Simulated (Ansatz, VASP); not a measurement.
## GaAs: VASP beside Ansatz

```
Ga As
1.0
     0.00000    2.62184    2.62184
     2.62184    0.00000    2.62184
     2.62184    2.62184    0.00000
Ga As
1 1
Direct
  0.00000 0.00000 0.00000
  0.75000 0.75000 0.75000
```

Alike in both runs: task single point; functional PBEsol; k mesh 10 × 10 × 10; occupations gaussian, width 0.02 eV; no spin polarisation.

|  | VASP | Ansatz |
| --- | --- | --- |
| version | VASP 6.6.1 | Ansatz 0.2.0 |
| potentials or method | VASP PAW PBE potentials, release 64 (Ga_d, As) | scalar-relativistic, plane waves, PAW |
| plane-wave cutoff (eV) | 520 | 420 |
| valence electrons in the cell | 18 | 28 |

|  | VASP | Ansatz | Ansatz less VASP |
| --- | --- | --- | --- |
| gap on the k mesh at the Fermi level (eV) | 0.83 | 0.84 | +0.012 |
| least direct gap on the mesh (eV) | 2.26 | 2.22 | -0.032 |
| pressure (GPa) | 27.1 | 26.7 | -0.40 |

The functional is the same, so the differences come from potentials, cutoffs and numerics. The two sets of potentials don't hold the same shells in valence.

Caveats: so large a pressure means that the cell lies far from this level's equilibrium, or that cutoff or potentials fall short (VASP); the potentials were made for another functional, which shifts forces and pressure (VASP). A k mesh can miss the band edges.
